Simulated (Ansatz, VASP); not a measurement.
**One calculation of Cu, two programs**

The input INCAR:

```
PREC = Accurate
ENCUT = 600
EDIFF = 1E-6
ISMEAR = 0
SIGMA = 0.1
LREAL = F
LASPH = T
NELM = 100
ALGO = Normal
ISIF = 3
LWAVE = F
LCHARG = F
GGA = PS
IBRION = 2
NSW = 100
EDIFFG = -0.005
```

KPOINTS

```
regular mesh
0
Gamma
  20 20 20
```

File POSCAR:

```
Cu
1.0
    0.0000000000      1.8075000000      1.8075000000
    1.8075000000      0.0000000000      1.8075000000
    1.8075000000      1.8075000000      0.0000000000
Cu
1
Direct
    0.0000000000      0.0000000000      0.0000000000
```

Input for Ansatz:

```yaml
crystal:
  lattice:
    - [0.0, 1.8075, 1.8075]
    - [1.8075, 0.0, 1.8075]
    - [1.8075, 1.8075, 0.0]
  atoms:
    - { symbol: Cu, position: [0.0, 0.0, 0.0] }
basis:
  ecutwfc: 420
kpoints:
  mp_grid: { grid: [20, 20, 20] }
hamiltonian:
  xc: pbesol
scf:
  occupations: { method: gaussian, width: 0.1 }
output:
  forces: true
  stress: true
  eigenvalues: true
relax:
  adjacent_minimum: "off"
  f_tol: 0.005
  max_steps: 80
  cell: { stress_tol: 0.05 }
```

Alike in both runs: task relaxation of cell and atoms; functional PBEsol; k mesh 20 × 20 × 20; occupations gaussian, width 0.1 eV; no spin polarisation.

|  | VASP | Ansatz |
| --- | --- | --- |
| version | VASP 6.6.1 | Ansatz 0.2.0 |
| potentials or method | VASP PAW PBE potentials, release 64 (Cu) | scalar-relativistic, plane waves, PAW |
| plane-wave cutoff (eV) | 600 | 420 |
| valence electrons in the cell | 11 | 19 |

Ansatz gave:

```
gap on the k mesh at the Fermi level, each at its own relaxed structure (eV) : none
relaxed volume (Å³/atom)                                                     : 11.31
relaxed cell length with the largest relative difference (Å)                 : 2.520
energy change over the relaxation (meV/atom)                                 : -10
```

**Question.** What did VASP give for the same quantities?

**Answer.** gap on the k mesh at the Fermi level, each at its own relaxed structure (eV): none; relaxed volume (Å³/atom): 11.36; relaxed cell length with the largest relative difference (Å): 2.524; energy change over the relaxation (meV/atom): -8.

A gap of «none» marks a metal or a gap that the smearing closes. The two sets of potentials don't hold the same shells in valence.

Caveats: the PAW data sets were made with another functional, which shifts forces and pressure a little (VASP).
